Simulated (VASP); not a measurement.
# KBr (Pm-3m) in VASP: settings compared, part 4 of 6

VASP 6.6.1.

## Step 51: Equation of state, PBE, 34.05 Å³/atom

Contents of INCAR:

```
SYSTEM = KBr
PREC = Accurate
ENCUT = 450
EDIFF = 0.01
ISMEAR = 0
SIGMA = 0.05
LREAL = .False.
LASPH = .True.
NELM = 100
ALGO = Normal
ISIF = 2
LWAVE = .False.
LCHARG = .False.
GGA = PE
ADDGRID = .False.
```

Contents of KPOINTS:

```
Automatic mesh
0
Gamma
  5 5 5
  0 0 0
```

Contents of POSCAR:

```
KBr
1.0
    4.0835362474      0.0000000000      0.0000000000
    0.0000000000      4.0835362474      0.0000000000
    0.0000000000      0.0000000000      4.0835362474
Br K
1 1
Direct
    0.5000000000      0.5000000000      0.5000000000
    0.0000000000      0.0000000000      0.0000000000
```

Potentials or basis: VASP PAW PBE potentials, release 64 (Br, K_pv).

The run is started by

```sh
$ cat potpaw_PBE.64/Br/POTCAR potpaw_PBE.64/K_pv/POTCAR > POTCAR
$ mpirun -np 1 vasp_std > vasp.out
```

Wall time 3.1 s (1 thread of Intel Xeon Platinum 8488C (Sapphire Rapids), shared host); peak memory 0.15 GiB.

The run converged, but some of its settings lie outside the range that counts as converged, so its numbers aren't taken as properties of the crystal.

Results:

```yaml
Free_energy: -6.0400 eV
Pressure: 0.0 GPa
Band_gap_on_the_k_mesh: 3.81 eV, indirect (least direct gap 4.02 eV)
```

Caveat: an odd mesh through Γ misses points on the zone boundary, where band edges often lie.

## Step 52: Equation of state, PBE, 32.06 Å³/atom

INCAR: that of step 51 with these lines changed.

```diff
@@ -3,3 +3,3 @@
 ENCUT = 450
-EDIFF = 0.01
+EDIFF = 0.001
 ISMEAR = 0
```

KPOINTS is that of step 51.

Contents of POSCAR:

```
KBr
1.0
    4.0026527831      0.0000000000      0.0000000000
    0.0000000000      4.0026527831      0.0000000000
    0.0000000000      0.0000000000      4.0026527831
Br K
1 1
Direct
    0.5000000000      0.5000000000      0.5000000000
    0.0000000000      0.0000000000      0.0000000000
```

The run is started by

```sh
$ cat potpaw_PBE.64/Br/POTCAR potpaw_PBE.64/K_pv/POTCAR > POTCAR
$ mpirun -np 1 vasp_std > vasp.out
```

Run time: 4 s. Hardware: 1 thread of Intel Xeon Platinum 8488C (Sapphire Rapids), shared host; peak memory 0.15 GiB.

The run converged, but some of its settings lie outside the range that counts as converged, so its numbers aren't taken as properties of the crystal.

Results:

```yaml
Free_energy: -6.0356 eV
Pressure: 0.7 GPa
Band_gap_on_the_k_mesh: 3.99 eV, indirect (least direct gap 4.21 eV)
```

Caveat: an odd mesh through Γ misses points on the zone boundary, where band edges often lie.

## Step 53: Equation of state, PBE, 34.05 Å³/atom

INCAR is that of step 52.

KPOINTS is that of step 52.

Contents of POSCAR:

```
KBr
1.0
    4.0835362474      0.0000000000      0.0000000000
    0.0000000000      4.0835362474      0.0000000000
    0.0000000000      0.0000000000      4.0835362474
Br K
1 1
Direct
    0.5000000000      0.5000000000      0.5000000000
    0.0000000000      0.0000000000      0.0000000000
```

The run is started by

```sh
$ cat potpaw_PBE.64/Br/POTCAR potpaw_PBE.64/K_pv/POTCAR > POTCAR
$ mpirun -np 1 vasp_std > vasp.out
```

Run time: 4 s. Hardware: 1 thread of Intel Xeon Platinum 8488C (Sapphire Rapids), shared host; peak memory 0.15 GiB.

These settings aren't checked as converged: the numbers below hold their error.

Results:

```
Free energy            : -6.0402 eV
Pressure               : -0.3 GPa
Band gap on the k mesh : 3.80 eV, indirect (least direct gap 4.01 eV)
```

Caveat: an odd mesh through Γ misses points on the zone boundary, where band edges often lie.

## Step 54: Equation of state, PBE, 32.06 Å³/atom

INCAR: that of step 53 with these lines changed.

```diff
@@ -3,3 +3,3 @@
 ENCUT = 450
-EDIFF = 0.001
+EDIFF = 1E-4
 ISMEAR = 0
```

KPOINTS is that of step 53.

Contents of POSCAR:

```
KBr
1.0
    4.0026527831      0.0000000000      0.0000000000
    0.0000000000      4.0026527831      0.0000000000
    0.0000000000      0.0000000000      4.0026527831
Br K
1 1
Direct
    0.5000000000      0.5000000000      0.5000000000
    0.0000000000      0.0000000000      0.0000000000
```

Potentials or basis: VASP PAW PBE potentials, release 64 (Br, K_pv).

The run is started by

```sh
$ cat potpaw_PBE.64/Br/POTCAR potpaw_PBE.64/K_pv/POTCAR > POTCAR
$ mpirun -np 1 vasp_std > vasp.out
```

Wall time 4.2 s (1 thread of Intel Xeon Platinum 8488C (Sapphire Rapids), shared host); peak memory 0.15 GiB.

These settings aren't checked as converged: the numbers below hold their error.

What came out:

```yaml
Free_energy: -6.0357 eV
Pressure: 0.7 GPa
Band_gap_on_the_k_mesh: 4.00 eV, indirect (least direct gap 4.22 eV)
```

Caveat: an odd mesh through Γ misses points on the zone boundary, where band edges often lie.

## Step 55: Equation of state, PBE, 34.05 Å³/atom

INCAR is that of step 54.

KPOINTS is that of step 54.

Contents of POSCAR:

```
KBr
1.0
    4.0835362474      0.0000000000      0.0000000000
    0.0000000000      4.0835362474      0.0000000000
    0.0000000000      0.0000000000      4.0835362474
Br K
1 1
Direct
    0.5000000000      0.5000000000      0.5000000000
    0.0000000000      0.0000000000      0.0000000000
```

The run is started by

```sh
$ cat potpaw_PBE.64/Br/POTCAR potpaw_PBE.64/K_pv/POTCAR > POTCAR
$ mpirun -np 1 vasp_std > vasp.out
```

Wall time 5.1 s (1 thread of Intel Xeon Platinum 8488C (Sapphire Rapids), shared host); peak memory 0.15 GiB.

These settings aren't checked as converged: the numbers below hold their error.

What came out:

| Property | Result |
| --- | --- |
| Free energy | -6.0403 eV |
| Pressure | -0.3 GPa |
| Band gap on the k mesh | 3.81 eV, indirect (least direct gap 4.02 eV) |

Caveat: an odd mesh through Γ misses points on the zone boundary, where band edges often lie.

## Step 56: Equation of state, PBE, 32.06 Å³/atom

INCAR: that of step 55 with these lines changed.

```diff
@@ -3,3 +3,3 @@
 ENCUT = 450
-EDIFF = 1E-4
+EDIFF = 1E-5
 ISMEAR = 0
```

KPOINTS is that of step 55.

Contents of POSCAR:

```
KBr
1.0
    4.0026527831      0.0000000000      0.0000000000
    0.0000000000      4.0026527831      0.0000000000
    0.0000000000      0.0000000000      4.0026527831
Br K
1 1
Direct
    0.5000000000      0.5000000000      0.5000000000
    0.0000000000      0.0000000000      0.0000000000
```

The run is started by

```sh
$ cat potpaw_PBE.64/Br/POTCAR potpaw_PBE.64/K_pv/POTCAR > POTCAR
$ mpirun -np 1 vasp_std > vasp.out
```

Wall time 4.4 s (1 thread of Intel Xeon Platinum 8488C (Sapphire Rapids), shared host); peak memory 0.15 GiB.

The run converged, but some of its settings lie outside the range that counts as converged, so its numbers aren't taken as properties of the crystal.

What came out:

```
Free energy            : -6.0357 eV
Pressure               : 0.7 GPa
Band gap on the k mesh : 4.00 eV, indirect (least direct gap 4.22 eV)
```

Caveat: an odd mesh through Γ misses points on the zone boundary, where band edges often lie.

## Step 57: Equation of state, PBE, 34.05 Å³/atom

INCAR is that of step 56.

KPOINTS is that of step 56.

Contents of POSCAR:

```
KBr
1.0
    4.0835362474      0.0000000000      0.0000000000
    0.0000000000      4.0835362474      0.0000000000
    0.0000000000      0.0000000000      4.0835362474
Br K
1 1
Direct
    0.5000000000      0.5000000000      0.5000000000
    0.0000000000      0.0000000000      0.0000000000
```

Potentials or basis: VASP PAW PBE potentials, release 64 (Br, K_pv).

The run is started by

```sh
$ cat potpaw_PBE.64/Br/POTCAR potpaw_PBE.64/K_pv/POTCAR > POTCAR
$ mpirun -np 1 vasp_std > vasp.out
```

Run time: 4.4 s. Hardware: 1 thread of Intel Xeon Platinum 8488C (Sapphire Rapids), shared host; peak memory 0.15 GiB.

The run converged, but some of its settings lie outside the range that counts as converged, so its numbers aren't taken as properties of the crystal.

What came out:

* Free energy: -6.0403 eV
* Pressure: -0.3 GPa
* Band gap on the k mesh: 3.81 eV, indirect (least direct gap 4.02 eV)

Caveat: an odd mesh through Γ misses points on the zone boundary, where band edges often lie.

## Step 58: Equation of state, PBE, 32.06 Å³/atom

INCAR: that of step 57 with these lines changed.

```diff
@@ -3,3 +3,3 @@
 ENCUT = 450
-EDIFF = 1E-5
+EDIFF = 1E-6
 ISMEAR = 0
@@ -14,2 +14,2 @@
 GGA = PE
-ADDGRID = .False.
+ADDGRID = .True.
```

KPOINTS is that of step 57.

Contents of POSCAR:

```
KBr
1.0
    4.0026527831      0.0000000000      0.0000000000
    0.0000000000      4.0026527831      0.0000000000
    0.0000000000      0.0000000000      4.0026527831
Br K
1 1
Direct
    0.5000000000      0.5000000000      0.5000000000
    0.0000000000      0.0000000000      0.0000000000
```

The run is started by

```sh
$ cat potpaw_PBE.64/Br/POTCAR potpaw_PBE.64/K_pv/POTCAR > POTCAR
$ mpirun -np 1 vasp_std > vasp.out
```

Wall time 8.3 s (1 thread of Intel Xeon Platinum 8488C (Sapphire Rapids), shared host); peak memory 0.24 GiB.

These settings aren't checked as converged: the numbers below hold their error.

What came out:

- Free energy: -6.0357 eV
- Pressure: 0.7 GPa
- Band gap on the k mesh: 4.00 eV, indirect (least direct gap 4.22 eV)

Caveat: an odd mesh through Γ misses points on the zone boundary, where band edges often lie.

## Step 59: Equation of state, PBE, 34.05 Å³/atom

INCAR is that of step 58.

KPOINTS is that of step 58.

Contents of POSCAR:

```
KBr
1.0
    4.0835362474      0.0000000000      0.0000000000
    0.0000000000      4.0835362474      0.0000000000
    0.0000000000      0.0000000000      4.0835362474
Br K
1 1
Direct
    0.5000000000      0.5000000000      0.5000000000
    0.0000000000      0.0000000000      0.0000000000
```

The run is started by

```sh
$ cat potpaw_PBE.64/Br/POTCAR potpaw_PBE.64/K_pv/POTCAR > POTCAR
$ mpirun -np 1 vasp_std > vasp.out
```

It took 9.3 s on 1 thread of Intel Xeon Platinum 8488C (Sapphire Rapids), shared host; peak memory 0.23 GiB.

The run converged, but some of its settings lie outside the range that counts as converged, so its numbers aren't taken as properties of the crystal.

Results:

```yaml
Free_energy: -6.0403 eV
Pressure: -0.3 GPa
Band_gap_on_the_k_mesh: 3.81 eV, indirect (least direct gap 4.02 eV)
```

Caveat: an odd mesh through Γ misses points on the zone boundary, where band edges often lie.

## Step 60: Equation of state, PBE, 32.06 Å³/atom

INCAR: that of step 59 with these lines changed.

```diff
@@ -7,3 +7,3 @@
 LREAL = .False.
-LASPH = .True.
+LASPH = .False.
 NELM = 100
@@ -14,2 +14,2 @@
 GGA = PE
-ADDGRID = .True.
+ADDGRID = .False.
```

KPOINTS is that of step 59.

Contents of POSCAR:

```
KBr
1.0
    4.0026527831      0.0000000000      0.0000000000
    0.0000000000      4.0026527831      0.0000000000
    0.0000000000      0.0000000000      4.0026527831
Br K
1 1
Direct
    0.5000000000      0.5000000000      0.5000000000
    0.0000000000      0.0000000000      0.0000000000
```

Potentials or basis: VASP PAW PBE potentials, release 64 (Br, K_pv).

The run is started by

```sh
$ cat potpaw_PBE.64/Br/POTCAR potpaw_PBE.64/K_pv/POTCAR > POTCAR
$ mpirun -np 1 vasp_std > vasp.out
```

Run time: 3.3 s. Hardware: 1 thread of Intel Xeon Platinum 8488C (Sapphire Rapids), shared host; peak memory 0.15 GiB.

These settings aren't checked as converged: the numbers below hold their error.

Results:

| Quantity | Value |
| --- | --- |
| Free energy | -6.0357 eV |
| Pressure | 0.7 GPa |
| Band gap on the k mesh | 4.00 eV, indirect (least direct gap 4.22 eV) |

Caveat: an odd mesh through Γ misses points on the zone boundary, where band edges often lie.

## Step 61: Equation of state, PBE, 34.05 Å³/atom

INCAR is that of step 60.

KPOINTS is that of step 60.

Contents of POSCAR:

```
KBr
1.0
    4.0835362474      0.0000000000      0.0000000000
    0.0000000000      4.0835362474      0.0000000000
    0.0000000000      0.0000000000      4.0835362474
Br K
1 1
Direct
    0.5000000000      0.5000000000      0.5000000000
    0.0000000000      0.0000000000      0.0000000000
```

The run is started by

```sh
$ cat potpaw_PBE.64/Br/POTCAR potpaw_PBE.64/K_pv/POTCAR > POTCAR
$ mpirun -np 1 vasp_std > vasp.out
```

Run time: 3.4 s. Hardware: 1 thread of Intel Xeon Platinum 8488C (Sapphire Rapids), shared host; peak memory 0.15 GiB.

The run converged, but some of its settings lie outside the range that counts as converged, so its numbers aren't taken as properties of the crystal.

Results:

| Quantity | Value |
| --- | --- |
| Free energy | -6.0403 eV |
| Pressure | -0.3 GPa |
| Band gap on the k mesh | 3.81 eV, indirect (least direct gap 4.02 eV) |

Caveat: an odd mesh through Γ misses points on the zone boundary, where band edges often lie.

## Step 62: Equation of state, PBE, 32.06 Å³/atom

Contents of INCAR:

```
SYSTEM = KBr
PREC = Normal
ENCUT = 450
EDIFF = 1E-4
ISMEAR = 0
SIGMA = 0.05
LREAL = Auto
LASPH = .True.
NELM = 100
ALGO = Normal
ISIF = 2
LWAVE = .False.
LCHARG = .False.
GGA = PE
ADDGRID = .False.
```

KPOINTS is that of step 61.

Contents of POSCAR:

```
KBr
1.0
    4.0026527831      0.0000000000      0.0000000000
    0.0000000000      4.0026527831      0.0000000000
    0.0000000000      0.0000000000      4.0026527831
Br K
1 1
Direct
    0.5000000000      0.5000000000      0.5000000000
    0.0000000000      0.0000000000      0.0000000000
```

The run is started by

```sh
$ cat potpaw_PBE.64/Br/POTCAR potpaw_PBE.64/K_pv/POTCAR > POTCAR
$ mpirun -np 1 vasp_std > vasp.out
```

Wall time 3.7 s (1 thread of Intel Xeon Platinum 8488C (Sapphire Rapids), shared host); peak memory 0.13 GiB.

These settings aren't checked as converged: the numbers below hold their error.

Results:

| Item | Value |
| --- | --- |
| Free energy | -6.0360 eV |
| Pressure | 0.7 GPa |
| Band gap on the k mesh | 4.00 eV, indirect (least direct gap 4.22 eV) |

Caveat: an odd mesh through Γ misses points on the zone boundary, where band edges often lie.

## Step 63: Equation of state, PBE, 34.05 Å³/atom

INCAR is that of step 62.

KPOINTS is that of step 62.

Contents of POSCAR:

```
KBr
1.0
    4.0835362474      0.0000000000      0.0000000000
    0.0000000000      4.0835362474      0.0000000000
    0.0000000000      0.0000000000      4.0835362474
Br K
1 1
Direct
    0.5000000000      0.5000000000      0.5000000000
    0.0000000000      0.0000000000      0.0000000000
```

Potentials or basis: VASP PAW PBE potentials, release 64 (Br, K_pv).

The run is started by

```sh
$ cat potpaw_PBE.64/Br/POTCAR potpaw_PBE.64/K_pv/POTCAR > POTCAR
$ mpirun -np 1 vasp_std > vasp.out
```

Run time: 3.6 s. Hardware: 1 thread of Intel Xeon Platinum 8488C (Sapphire Rapids), shared host; peak memory 0.14 GiB.

These settings aren't checked as converged: the numbers below hold their error.

Results:

```yaml
Free_energy: -6.0406 eV
Pressure: -0.4 GPa
Band_gap_on_the_k_mesh: 3.81 eV, indirect (least direct gap 4.02 eV)
```

Caveat: an odd mesh through Γ misses points on the zone boundary, where band edges often lie.

## Step 64: Equation of state, PBE, 32.06 Å³/atom

Contents of INCAR:

```
SYSTEM = KBr
PREC = Accurate
ENCUT = 250
EDIFF = 1E-6
ISMEAR = 0
SIGMA = 0.05
LREAL = .False.
LASPH = .True.
NELM = 100
ALGO = Normal
ISIF = 2
LWAVE = .False.
LCHARG = .False.
GGA = PE
ADDGRID = .False.
```

Contents of KPOINTS:

```
Automatic mesh
0
Gamma
  7 7 7
  0 0 0
```

Contents of POSCAR:

```
KBr
1.0
    4.0026527831      0.0000000000      0.0000000000
    0.0000000000      4.0026527831      0.0000000000
    0.0000000000      0.0000000000      4.0026527831
Br K
1 1
Direct
    0.5000000000      0.5000000000      0.5000000000
    0.0000000000      0.0000000000      0.0000000000
```

The run is started by

```sh
$ cat potpaw_PBE.64/Br/POTCAR potpaw_PBE.64/K_pv/POTCAR > POTCAR
$ mpirun -np 1 vasp_std > vasp.out
```

It took 3.4 s on 1 thread of Intel Xeon Platinum 8488C (Sapphire Rapids), shared host; peak memory 0.13 GiB.

These settings aren't checked as converged: the numbers below hold their error.

Results:

```
Free energy            : -6.0356 eV
Pressure               : 0.6 GPa
Band gap on the k mesh : 3.97 eV, indirect (least direct gap 4.22 eV)
```

Caveat: the cutoff is under 1.25 times the usual one of these potentials, so pressure, stress and relaxed cells hold a basis-set (Pulay) error; an odd mesh through Γ misses points on the zone boundary, where band edges often lie.

## Step 65: Equation of state, PBE, 34.05 Å³/atom

INCAR is that of step 64.

KPOINTS is that of step 64.

Contents of POSCAR:

```
KBr
1.0
    4.0835362474      0.0000000000      0.0000000000
    0.0000000000      4.0835362474      0.0000000000
    0.0000000000      0.0000000000      4.0835362474
Br K
1 1
Direct
    0.5000000000      0.5000000000      0.5000000000
    0.0000000000      0.0000000000      0.0000000000
```

The run is started by

```sh
$ cat potpaw_PBE.64/Br/POTCAR potpaw_PBE.64/K_pv/POTCAR > POTCAR
$ mpirun -np 1 vasp_std > vasp.out
```

It took 3.3 s on 1 thread of Intel Xeon Platinum 8488C (Sapphire Rapids), shared host; peak memory 0.14 GiB.

These settings aren't checked as converged: the numbers below hold their error.

What came out:

```yaml
Free_energy: -6.0403 eV
Pressure: -0.4 GPa
Band_gap_on_the_k_mesh: 3.79 eV, indirect (least direct gap 4.02 eV)
```

Caveat: the cutoff is under 1.25 times the usual one of these potentials, so pressure, stress and relaxed cells hold a basis-set (Pulay) error; an odd mesh through Γ misses points on the zone boundary, where band edges often lie.

## Step 66: Equation of state, PBE, 32.06 Å³/atom

INCAR: that of step 65 with these lines changed.

```diff
@@ -2,3 +2,3 @@
 PREC = Accurate
-ENCUT = 250
+ENCUT = 350
 EDIFF = 1E-6
```

Contents of KPOINTS:

```
Automatic mesh
0
Gamma
  6 6 6
  0 0 0
```

Contents of POSCAR:

```
KBr
1.0
    4.0026527831      0.0000000000      0.0000000000
    0.0000000000      4.0026527831      0.0000000000
    0.0000000000      0.0000000000      4.0026527831
Br K
1 1
Direct
    0.5000000000      0.5000000000      0.5000000000
    0.0000000000      0.0000000000      0.0000000000
```

Potentials or basis: VASP PAW PBE potentials, release 64 (Br, K_pv).

The run is started by

```sh
$ cat potpaw_PBE.64/Br/POTCAR potpaw_PBE.64/K_pv/POTCAR > POTCAR
$ mpirun -np 1 vasp_std > vasp.out
```

Wall time 3.6 s (1 thread of Intel Xeon Platinum 8488C (Sapphire Rapids), shared host); peak memory 0.13 GiB.

The run converged, but some of its settings lie outside the range that counts as converged, so its numbers aren't taken as properties of the crystal.

Results:

```yaml
Free_energy: -6.0360 eV
Pressure: 0.7 GPa
Band_gap_on_the_k_mesh: 3.95 eV, indirect (least direct gap 4.22 eV)
```

## Step 67: Equation of state, PBE, 34.05 Å³/atom

INCAR is that of step 66.

KPOINTS is that of step 66.

Contents of POSCAR:

```
KBr
1.0
    4.0835362474      0.0000000000      0.0000000000
    0.0000000000      4.0835362474      0.0000000000
    0.0000000000      0.0000000000      4.0835362474
Br K
1 1
Direct
    0.5000000000      0.5000000000      0.5000000000
    0.0000000000      0.0000000000      0.0000000000
```

The run is started by

```sh
$ cat potpaw_PBE.64/Br/POTCAR potpaw_PBE.64/K_pv/POTCAR > POTCAR
$ mpirun -np 1 vasp_std > vasp.out
```

Wall time 5.2 s (1 thread of Intel Xeon Platinum 8488C (Sapphire Rapids), shared host); peak memory 0.16 GiB.

The run converged, but some of its settings lie outside the range that counts as converged, so its numbers aren't taken as properties of the crystal.

Results:

```yaml
Free_energy: -6.0405 eV
Pressure: -0.3 GPa
Band_gap_on_the_k_mesh: 3.77 eV, indirect (least direct gap 4.02 eV)
```

## Step 68: Equation of state, PBE, 32.06 Å³/atom

INCAR: that of step 67 with these lines changed.

```diff
@@ -2,3 +2,3 @@
 PREC = Accurate
-ENCUT = 350
+ENCUT = 550
 EDIFF = 1E-6
```

Contents of KPOINTS:

```
Automatic mesh
0
Gamma
  5 5 5
  0 0 0
```

Contents of POSCAR:

```
KBr
1.0
    4.0026527831      0.0000000000      0.0000000000
    0.0000000000      4.0026527831      0.0000000000
    0.0000000000      0.0000000000      4.0026527831
Br K
1 1
Direct
    0.5000000000      0.5000000000      0.5000000000
    0.0000000000      0.0000000000      0.0000000000
```

The run is started by

```sh
$ cat potpaw_PBE.64/Br/POTCAR potpaw_PBE.64/K_pv/POTCAR > POTCAR
$ mpirun -np 1 vasp_std > vasp.out
```

It took 4.3 s on 1 thread of Intel Xeon Platinum 8488C (Sapphire Rapids), shared host; peak memory 0.17 GiB.

These settings aren't checked as converged: the numbers below hold their error.

Results:

- Free energy: -6.0358 eV
- Pressure: 0.7 GPa
- Band gap on the k mesh: 4.00 eV, indirect (least direct gap 4.22 eV)

Caveat: an odd mesh through Γ misses points on the zone boundary, where band edges often lie.

## Step 69: Equation of state, PBE, 34.05 Å³/atom

INCAR is that of step 68.

KPOINTS is that of step 68.

Contents of POSCAR:

```
KBr
1.0
    4.0835362474      0.0000000000      0.0000000000
    0.0000000000      4.0835362474      0.0000000000
    0.0000000000      0.0000000000      4.0835362474
Br K
1 1
Direct
    0.5000000000      0.5000000000      0.5000000000
    0.0000000000      0.0000000000      0.0000000000
```

Potentials or basis: VASP PAW PBE potentials, release 64 (Br, K_pv).

The run is started by

```sh
$ cat potpaw_PBE.64/Br/POTCAR potpaw_PBE.64/K_pv/POTCAR > POTCAR
$ mpirun -np 1 vasp_std > vasp.out
```

Run time: 4.3 s. Hardware: 1 thread of Intel Xeon Platinum 8488C (Sapphire Rapids), shared host; peak memory 0.18 GiB.

The run converged, but some of its settings lie outside the range that counts as converged, so its numbers aren't taken as properties of the crystal.

Results:

| Property | Result |
| --- | --- |
| Free energy | -6.0404 eV |
| Pressure | -0.3 GPa |
| Band gap on the k mesh | 3.81 eV, indirect (least direct gap 4.02 eV) |

Caveat: an odd mesh through Γ misses points on the zone boundary, where band edges often lie.

[end of part 4 of 6]
